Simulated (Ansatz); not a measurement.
Runs of Ansatz 0.2.0 on FeO (Wuestite). It takes space group Fm-3m (No. 225, cubic). Conventional cell: a = 4.311 Å, b = 4.311 Å, c = 4.311 Å, α = 90.00°, β = 90.00°, γ = 90.00°. Fe (site symmetry m-3m) has 6 O at 2.16 Å as nearest neighbours. O (site symmetry m-3m) has 6 Fe at 2.16 Å as nearest neighbours. 

```tsv
task	level	cell	k mesh	points for each segment of the path	mesh quality	gap on the mesh (eV)	pressure (GPa)	moment (μB)	relaxed volume (Å³/atom)
relaxation of cell and atoms	LDA	relaxed	11 × 11 × 11	-	not flagged	-	0.0	3.87	9.15
band structure	RPBE	as given	11 × 11 × 11	14	not flagged	none	5.3	4.00	-
band structure	LDA	as given	11 × 11 × 11	14	not flagged	none	-15.6	4.00	-
band structure	revPBE	as given	11 × 11 × 11	14	not flagged	none	(b)	4.00	-
band structure	HSE03	as given	6 × 6 × 6	4	coarse	none	(d)	4.01	-
relaxation of cell and atoms	HSE03	relaxed	6 × 6 × 6	-	coarse	none	0.0	4.01	9.66
relaxation of cell and atoms	RPBE	relaxed	11 × 11 × 11	-	not flagged	-	0.0	4.00	10.32
band structure	PBEsol	as given	11 × 11 × 11	14	not flagged	none	(c)	4.00	-
relaxation of cell and atoms	PBEsol+D3(BJ)	relaxed	11 × 11 × 11	-	not flagged	none	0.0	4.00	9.43
relaxation of cell and atoms	PBEsol	relaxed	11 × 11 × 11	-	not flagged	-	0.0	4.00	(a)
```

Alike in all rows: potentials or basis Ansatz PAW; spin collinear, ferromagnetic start; cutoff (eV) 420; smearing fermi-dirac 0.05 eV.

**Question.** Fill in the values left out.

**Answer.** (a) 9.57; (b) 3.9; (c) -8.5; (d) -7.0.

Caveats: some runs use coarse meshes; a cell with one magnetic atom can't hold antiferromagnetic order, which such compounds often take; the PAW data sets come from PBE, with cores solved anew for the run's functional, which leaves a small shift of forces and pressure; the plane-wave basis is chosen anew once the cell has moved, so the energies of steps on either side of that aren't comparable (some runs); semilocal functionals often make such compounds metallic where correlation or magnetic order opens a gap, which also shifts bond lengths (some runs); the magnetic or orbital state may not be the lowest (some runs); so large a pressure means that the cell lies far from this level's equilibrium, or that cutoff or potentials fall short (some runs); the thresholds are loose for stress (some runs).

A gap of «none» marks a metal or a gap under the smearing width.

Runs at the PBE level aren't shown here.
